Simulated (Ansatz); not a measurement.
# SnSe2: properties of a relaxed candidate

Aim: for this structure of SnSe2, see whether it has a gap, which orbitals make up the states near it and how charge is shared.

Method: DFT PBE, scalar-relativistic, plane waves, PAW, in Ansatz 0.2.0.

## (1) The system as given

It takes space group Fmmm (No. 69, orthorhombic). The conventional cell has a = 3.886 Å, b = 7.980 Å, c = 11.929 Å, α = 90.00°, β = 90.00°, γ = 90.00°. Sn (site symmetry mmm) is surrounded by 4 Se at 2.71 Å. Se (site symmetry mm2) has 2 Sn at 2.71 Å and 2 Se at 2.93 Å as nearest neighbours.

As a file:

```
Sn Se
1.0
     0.00000    3.98979    5.96458
     1.94323    0.00000    5.96458
     1.94323    3.98979    0.00000
Sn Se
1 2
Direct
  0.00000 0.00000 0.00000
  0.34165 0.34165 0.65835
  0.65835 0.65835 0.34165
```

It is the end of an earlier relaxation with the same method, from a generated guess; it needn't be the stable form of this composition. At a tolerance of 0.05 Å it has space group Fmmm (No. 69); it has 30.83 Å³/atom, an uncorrected energy of +0.01 eV/atom over the elements.

## (2) Bands, states and charges

The input, input.yaml:

```yaml
crystal:
  lattice:
    - [0.0, 3.9897933677, 5.9645823802]
    - [1.9432328355, 0.0, 5.9645823802]
    - [1.9432328355, 3.9897933677, 0.0]
  atoms:
    - { symbol: Sn, position: [0.0, 0.0, 0.0] }
    - { symbol: Se, position: [0.3416521854, 0.3416521854, 0.6583478146] }
    - { symbol: Se, position: [0.6583478146, 0.6583478146, 0.3416521854] }
basis:
  ecutwfc: 420
kpoints:
  mp_grid: { grid: [14, 14, 14] }
  band_path:
    path:
      - [[0.0, 0.0, 0.0], [0.5, 0.0, 0.5], [1.0, 0.5, 0.5], [0.5, 0.5, 0.0], [0.0, 0.0, 0.0], [0.0, 0.33584031, 0.33584031]]
      - [[1.0, 0.66415969, 0.66415969], [1.0, 0.5, 0.5]]
      - [[0.5, 0.0, 0.5], [0.5, 0.21723097, 0.71723097]]
      - [[0.5, 0.78276903, 0.28276903], [0.5, 0.5, 0.0]]
    npoints: 14
hamiltonian:
  xc: pbe
scf:
  occupations: { method: gaussian, width: 0.1 }
  n_extra_bands: 7
output:
  forces: true
  stress: true
  eigenvalues: true
  populations: true
  dos: { projected: true, de: 0.02, nscf_kmesh: { grid: [17, 17, 17] } }
  bader: true
  write_density: true
  write_potential: true
  elf: true
  volumetric_format: npy
```

Command:

```
> ansatz run input.yaml --threads 1 --pin off --max-ram 2560MiB --backend cpu --events-out ev --progress --plain --runs-dir out
```

Standard output:

```text
Warning: RAYON_NUM_THREADS=1 ignored (pool sized by the plan → 1); use --threads N
scf.n_extra_bands = 7 over 23 filled bands (N_el = 46.0): the run solves 30 bands
Engine: ansatz 0.2.0, aarch64-unknown-linux-gnu
Pseudopotentials: kind: paw
Pseudopotential: Sn, paw, valence charge 14, recommended cutoff 420 eV (normal), Sn.paw.azcp
Pseudopotential: Se, paw, valence charge 16, recommended cutoff 420 eV (normal), Se.paw.azcp
Functional definition: PBE
  parameter kappa = 0.804
  parameter beta = 0.06672455060314922
  exchange = pbe_x(kappa = kappa, mu = beta*pi^2/3)
  correlation = pbe_c(beta = beta)
Crystal: 3 atoms, lattice volume = 92.488 Å³
Basis set: ecut = 420 eV, 1825 PW (Γ), exchange–correlation on 96×90×60 points (8 copies of the dense FFT grid, shifted against one another)
Bands: 30, of which v1, the nominal top of the filled ones, is band 23 counted from 1 (22 counted from 0)
Symmetry: 8 space group operations
Space group: Fmmm (ITA 69), of the structure as read, at distance tolerance 4.5e-5 Å
k-points: 428 of 2744
Non-local potential: Sn, projectors of the file, l = 0: 2, l = 1: 2, l = 2: 2, l = 3: 2
Non-local potential: Se, projectors of the file, l = 0: 2, l = 1: 2, l = 2: 3, l = 3: 1
PAW form: soft (Blöchl's): semilocal exchange-correlation on the pseudo side does not see the compensation charge
PAW one-centre angular grid: Sn, 590 points (default); XC on 64 Gauss nodes
PAW one-centre angular grid: Se, 590 points (default); XC on 64 Gauss nodes
Initial density: superposition of atomic densities (neutral atoms: chi_scale 0, normalization atom), corrected by the library's trained network
Initial wavefunctions: pseudopotential atomic-orbital guess
Functional: x = pbe(κ = 0.804, μ = 0.2195149727645171), c = pbe(β = 0.06672455060314922)
SCF iter   1: F=—  HF=-16962.341483 eV  |F-HF|=—  |Δ(HF+E_count)|=         —  Δρ=2.30e-3  dr2=1.46e-2  ethr=1.77e-3  ⟨swp⟩=6.7  Hψ=58349  notcnv=0  defer=168
preconditioner: auto → LDOS  [metal: Δε(μ)=0.009 eV  Ē_g=10.332 eV  σ=0.100 eV  W_gap=0.05  n_scr=26 (ndim 8)  ℏωp=15.4 eV  f_vac=0.105  D(μ)=1.18/eV (n_scr^D=2)  β→1.0]
SCF iter   2: F=—  HF=-16962.339093 eV  |F-HF|=—  |Δ(HF+E_count)|=   2.39e-3  Δρ=1.27e-3  dr2=3.42e-3  ethr=3.17e-5  ⟨swp⟩=2.2  Hψ=22267  notcnv=0  defer=303
SCF iter   3: F=—  HF=-16962.338117 eV  |F-HF|=—  |Δ(HF+E_count)|=   9.76e-4  Δρ=3.15e-4  dr2=1.59e-4  ethr=7.43e-6  ⟨swp⟩=2.0  Hψ=17641  notcnv=0  defer=303
SCF iter   4: F=—  HF=-16962.338084 eV  |F-HF|=—  |Δ(HF+E_count)|=   3.30e-5  Δρ=5.80e-5  dr2=3.63e-6  ethr=3.45e-7  ⟨swp⟩=3.0  Hψ=22133  notcnv=0  defer=303
SCF iter   5: F=—  HF=-16962.338085 eV  |F-HF|=—  |Δ(HF+E_count)|=   1.12e-6  Δρ=1.14e-5  dr2=1.53e-7  ethr=7.89e-9  ⟨swp⟩=2.0  Hψ=14968  notcnv=0  defer=303
SCF iter   6: F=-16962.338085 eV  HF=-16962.338085 eV  |F-HF|=2.69e-9  |Δ(HF+E_count)|=   8.74e-8  Δρ=3.65e-6  dr2=7.69e-9  ethr=2.17e-10  ⟨swp⟩=13.1  Hψ=96686  notcnv=0
SCF 1 converged in 6 iterations: F = -16962.338085 eV  dr2 = 7.69e-9
NSCF: frozen V_eff on 116 k-points
NSCF: frozen V_eff on 729 k-points
SCF converged after 6 iterations
Free energy (F): -16962.338085 eV
Harris-Foulkes:  -16962.338085 eV  (|F-HF|=2.69e-9)
Internal energy: -16962.332022 eV  (E = F + TS)
E sigma→0 (E₀):  -16962.335054 eV
Entropy (-TS):   -0.006063 eV (-2.021 meV/atom)
Fermi energy:    6.555948 eV
--- Per-component energies (eV) ---
  E_band       = -956.172505
  E_kinetic    = 419.935199
  E_local      = -6498.957208  (includes V_loc(G=0)·N_el)
  E_nonlocal   = -1222.288899
  E_hartree    = 3276.999285
  E_xc         = -589.004350
  E_vxc        = -289.644640  (∫ρ·V_xc dr)
  E_paw        = -7959.867406  (= ΣΔE_a)
  E_vpaw       = 80.789990  (= ΣTr[D̂ρ^β])
  E_aug_tail   = -0.001202  (compensation charges beyond the density's cutoff)
  E_ewald      = -4389.147440
  E_smearing   = -0.006063  (= −TS)
  E_closure    = 0.000000  (closes the sum)
  Σ components = -16962.338085   (vs F -16962.338085, Δ=0.00e0)
--- Forces (eV/Å), atoms counted from 1 ---
  atom   1  Sn     0.00000000     0.00000000     0.00000000
  atom   2  Se     0.00000000     0.00000000    -0.00595013
  atom   3  Se    -0.00000000     0.00000000     0.00595013
  max |Σ_I F_I| component: 1.18e-28 eV/Å
--- Stress (GPa, compression-positive) ---
        0.008631       0.000000       0.000000
        0.000000       0.006264       0.000000
        0.000000       0.000000       0.000506
  P = ⅓ Tr σ = 0.0051 GPa (0.051 kbar)
--- Band table (eV; the first three rows and the last of 428) ---
  k-point 0: bands = ["-41.0883", "-41.0830", "-41.0793", "-41.0761", "-40.9492", "-40.9470", "-40.9398", "-40.9381", "-40.9024", "-40.8978", "-15.4014", "-15.3056", "-15.3022", "-15.2136", "-15.1890", "-7.3843", "-5.3682", "-0.8569", "4.5624", "4.5966", "4.9047", "5.5974", "5.8287", "6.3667", "9.4662", "10.8399", "10.9626", "12.5847", "13.8069", "14.4439"]
  k-point 1: bands = ["-41.0882", "-41.0829", "-41.0794", "-41.0763", "-40.9492", "-40.9470", "-40.9397", "-40.9381", "-40.9023", "-40.8978", "-15.4001", "-15.3056", "-15.3027", "-15.2157", "-15.1876", "-7.3443", "-5.3636", "-0.8037", "3.9725", "4.2850", "4.6009", "6.0043", "6.3253", "6.6365", "9.3317", "10.9051", "10.9934", "12.3230", "13.8078", "14.2319"]
  k-point 2: bands = ["-41.0878", "-41.0827", "-41.0795", "-41.0767", "-40.9492", "-40.9471", "-40.9396", "-40.9382", "-40.9021", "-40.8980", "-15.3965", "-15.3056", "-15.3039", "-15.2218", "-15.1834", "-7.2261", "-5.3530", "-0.6656", "3.0504", "3.5321", "4.6068", "6.1863", "6.5895", "7.6899", "8.9971", "10.6666", "11.3627", "11.9526", "13.3429", "13.9161"]
  k-point 427: bands = ["-41.0883", "-41.0833", "-41.0790", "-41.0762", "-40.9492", "-40.9471", "-40.9398", "-40.9381", "-40.9022", "-40.8979", "-15.4007", "-15.3056", "-15.3022", "-15.2133", "-15.1887", "-6.9165", "-6.2531", "0.5825", "3.1739", "3.6844", "5.1823", "5.4647", "6.5589", "8.4862", "9.5218", "9.6985", "10.4764", "11.3095", "11.7582", "12.1763"]
--- Löwdin populations: 3 sites ---
  site symbol       q [e]
     0     Sn     13.4858
     1     Se     16.1953
     2     Se     16.1953
  spilling = 0.002685 (of n_electrons = 46.000000)
--- Bader charges: 3 sites ---
  site symbol  charge [e]  shift [e]
     0     Sn      0.9389     0.0008
     1     Se     -0.4694     0.0004
     2     Se     -0.4694     0.0004
  estimated error of the sums over rays = 2.6e-4 e
```

Run time: 2.5 min. Hardware: 1 thread of Arm Neoverse V2, shared host; peak memory 1.5 GiB.

Per atom:

```csv
atom,Löwdin electrons,Bader charge (e),Bader volume (Å³)
Sn1,13.49,+0.94,26.4
Se2,16.20,-0.47,33.1
Se3,16.20,-0.47,33.1
```

From bands.tsv, the levels nearest the Fermi level at the path's corners, in eV from the Fermi level:

```
point  band 20  band 21  band 22  band 23  band 24  band 25  band 26  band 27
    Γ    -1.96    -1.65    -0.96    -0.73    -0.19     2.91     4.28     4.41
    Y    -2.17    -1.89    -1.33    -0.92    -0.73     0.51     4.44     5.58
    T    -3.18    -3.08    -3.08    -0.16     1.78     2.06     3.15     3.47
    Z    -2.87    -1.37    -1.09     0.00     1.93     2.97     3.14     3.92
    Γ    -1.96    -1.65    -0.96    -0.73    -0.19     2.91     4.28     4.41
   Σ0    -2.85    -2.41    -2.36    -1.93    -0.63     1.40     6.25     6.79
   U0    -2.85    -2.41    -2.36    -1.93    -0.63     1.40     6.25     6.79
    T    -3.18    -3.08    -3.08    -0.16     1.78     2.06     3.15     3.47
    Y    -2.17    -1.89    -1.33    -0.92    -0.73     0.51     4.44     5.58
   C0    -4.62    -2.53    -0.95    -0.36     0.89     1.11     5.56     5.80
   A0    -4.62    -2.53    -0.95    -0.36     0.89     1.11     5.56     5.80
    Z    -2.87    -1.37    -1.09     0.00     1.93     2.97     3.14     3.92
```

Counts of states by energy window (eV from the Fermi level), total and by projection:

```
from  to  total  Sn 5s  Sn 5p  Se 4p
  -7  -6   0.82   0.43   0.01   0.25
  -6  -5   0.32   0.03   0.06   0.21
  -5  -4   1.07   0.02   0.23   0.78
  -4  -3   1.89   0.05   0.40   1.38
  -3  -2   2.15   0.06   0.41   1.61
  -2  -1   2.97   0.05   0.30   2.53
  -1   0   1.64   0.09   0.12   1.37
   0   1   1.36   0.14   0.45   0.70
   1   2   2.20   0.21   0.84   1.06
   2   3   0.44   0.02   0.27   0.14
   3   4   0.47   0.00   0.30   0.09
   4   5   1.43   0.01   0.78   0.34
```

The solved bands begin to run out at 5.6 eV, so nothing above is shown.

Below -7 eV lie 35 or so more states.

The maps below are laid out on this run's own conventional cell (a, b, c = 3.886, 7.980, 11.929 Å).

Density in a lattice plane of the grid's cell (edges 3.89 and 11.93 Å, at 0.000 of the third edge), which holds Sn and Se.

Values in e/Å³, 12 rows by 6 columns:
```
 0.51  0.37  0.49  0.65  0.49  0.37
 0.07  0.22  2.48 41.02  2.47  0.22
 0.38  0.27  0.27  0.38  0.27  0.27
41.02  2.48  0.22  0.07  0.22  2.47
 0.65  0.49  0.37  0.51  0.37  0.49
 0.10  0.22  2.85 16.62  2.85  0.22
 0.65  0.49  0.37  0.51  0.37  0.49
41.02  2.47  0.22  0.07  0.22  2.48
 0.38  0.27  0.27  0.38  0.27  0.27
 0.07  0.22  2.47 41.02  2.48  0.22
 0.51  0.37  0.49  0.65  0.49  0.37
16.62  2.85  0.22  0.10  0.22  2.85
```
Columns run along the first of these edges and rows up along the second, over one cell in 6 and 12 even steps from the bottom left corner. Atoms in the plane (fractional): Sn at (0.00, 0.00), Sn at (0.50, 0.50), Se at (0.00, 0.34), Se at (0.50, 0.84), Se at (0.00, 0.66), Se at (0.50, 0.16).

ELF in the same plane.

Ten even steps from ' ' (0.00) to '@' (0.74):
```
..--==++++++==--
--==%%@@%%@@%%==
..==@@##..##@@==
..::%%@@##@@%%::
@@##==##@@##==##
##@@%%::..::%%@@
..##@@==..==@@##
%%@@%%==--==%%@@
++++==--..--==++
..::==      ==::
++++==--..--==++
%%@@%%==--==%%@@
..##@@==..==@@##
##@@%%::..::%%@@
@@##==##@@##==##
..::%%@@##@@%%::
..==@@##..##@@==
--==%%@@%%@@%%==
..--==++++++==--
    ==::..::==  
```
Columns run along the first of these edges and rows up along the second, over one cell in 8 and 20 even steps from the bottom left corner. Atoms in the plane (fractional): Sn at (0.00, 0.00), Sn at (0.50, 0.50), Se at (0.00, 0.34), Se at (0.50, 0.84), Se at (0.00, 0.66), Se at (0.50, 0.16).

Both are smooth fields of the valence electrons: close to the nuclei they are not physical.

The highest ELF values outside the cores: 0.86 beside Se, off the lines to its neighbours, 1.0 Å from Se.

## (3) The same system, input altered

The input, input.yaml:

```yaml
crystal:
  lattice:
    - [0.0, 3.9897933677, 5.9645823802]
    - [1.9432328355, 0.0, 5.9645823802]
    - [1.9432328355, 3.9897933677, 0.0]
  atoms:
    - { symbol: Sn, position: [0.0, 0.0, 0.0] }
    - { symbol: Se, position: [0.3416521854, 0.3416521854, 0.6583478146] }
    - { symbol: Se, position: [0.6583478146, 0.6583478146, 0.3416521854] }
basis:
  ecutwfc: 420
kpoints:
  mp_grid: { grid: [14, 14, 14] }
hamiltonian:
  xc: pbe
scf:
  max_iter: 100
output:
  forces: true
  eigenvalues: true
  stress: true
```

Command:

```
> ansatz run input.yaml --threads 1 --pin off --max-ram 2560MiB --backend cpu --events-out ev --progress --plain --runs-dir out
```

Standard output:

```text
Error: YAML parse error: `scf.occupations.method` is required: fixed only where the cell keeps a band gap throughout the run, explicit beside scf.occupations.values (under evaluate: without them), else a smearing such as fermi_dirac (scf.occupations.width is optional; its entry in the input reference gives the default)
```

Wall time 0.03 s (1 thread of Arm Neoverse V2, shared host); peak memory 0.022 GiB.

## (4) Why it ended so

The run ended at the input check. Its message: «`scf.occupations.method` is required: fixed only where the cell keeps a band gap throughout the run, explicit beside scf.occupations.values (under evaluate: without them) ...»

Look at the input: scf.occupations.method is missing; scf.occupations.width is missing. A required setting is missing, and the program won't guess it.

Fix: set scf.occupations.method to gaussian and scf.occupations.width to 0.1.

## (5) Outcome

| quantity | value |
| --- | --- |
| gap | none (metal) |
| states at the Fermi level | 0.93 per eV per cell |
| Bader charges | Sn +0.94, Se -0.47 e |

What this shows: There is no gap at this level. Of the projected weight within 0.25 eV of the Fermi level, the largest part is Se 4p (74 %). Bader charges reach 0.9 e, so charge transfer in this metal is moderate.
